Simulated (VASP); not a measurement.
VASP 6.6.1 run: LiH

INCAR

```
LASPH = .TRUE.
SIGMA = 0.01
LWAVE = .FALSE.
ISIF = 2
EDIFF = 1E-7
NSW = 0
GGA = PE
LCHARG = .FALSE.
IBRION = -1
NELM = 120
ENCUT = 520
ISMEAR = -5
PREC = Accurate
NBANDS = 9
LREAL = .FALSE.
```

KPOINTS

```
KPOINTS created by Atomic Simulation Environment
0
Gamma
10 10 10
0 0 0
```

POSCAR

```
Li H
 1.0000000000000000
     0.0050074871000000    2.0029948411000000    2.0029948411000000
     2.0029948411000000    0.0050074871000000    2.0029948411000000
     2.0080023281999999    2.0080023281999999    0.0000000000000000
 Li  H
   1   1
Cartesian
  0.0000000000000000  0.0000000000000000  0.0000000000000000
  2.0080023281999999  2.0080023281999999  2.0029948411000000
```

The recommended PBE PAW datasets give the neutral cell 4 valence electrons.

Command

```
mpirun -np 1 vasp_std
```

Problem. How does this run end, and what does it give?

Solution. It converged. Results: gap between bands v and c on the k mesh 2.98 eV; least direct gap on the k mesh 2.98 eV; pressure -0.2 GPa. Band v is the last that the valence electrons fill when counted band by band, and c is the next.

OSZICAR

```
N       E                     dE             d eps       ncg     rms          rms(c)
DAV:   1    -0.155073739262E+01   -0.15507E+01   -0.14550E+03  3142   0.404E+02
DAV:   2    -0.630545700278E+01   -0.47547E+01   -0.47311E+01  4293   0.555E+01
DAV:   3    -0.636942772484E+01   -0.63971E-01   -0.63937E-01  3854   0.542E+00
DAV:   4    -0.636968398304E+01   -0.25626E-03   -0.25623E-03  4212   0.307E-01
DAV:   5    -0.636968527282E+01   -0.12898E-05   -0.12898E-05  3844   0.148E-02    0.287E+00
DAV:   6    -0.618655874125E+01    0.18313E+00   -0.14831E-01  3390   0.120E+00    0.144E+00
DAV:   7    -0.612524281079E+01    0.61316E-01   -0.19225E-01  3583   0.154E+00    0.220E-01
DAV:   8    -0.612704425812E+01   -0.18014E-02   -0.44442E-03  3610   0.432E-01    0.435E-02
DAV:   9    -0.612700339026E+01    0.40868E-04   -0.15722E-04  4020   0.486E-02    0.681E-03
DAV:  10    -0.612700247950E+01    0.91076E-06   -0.63823E-06  3505   0.181E-02    0.236E-03
DAV:  11    -0.612700238739E+01    0.92110E-07   -0.18480E-07  4527   0.199E-03
   1 F= -.61270024E+01 E0= -.61270024E+01  d E =0.000000E+00
```

For comparison, a separate PBE run of the intended cell, on usual settings and not on those above, gives a gap of 2.98 eV on its mesh and a pressure of -0.2 GPa.
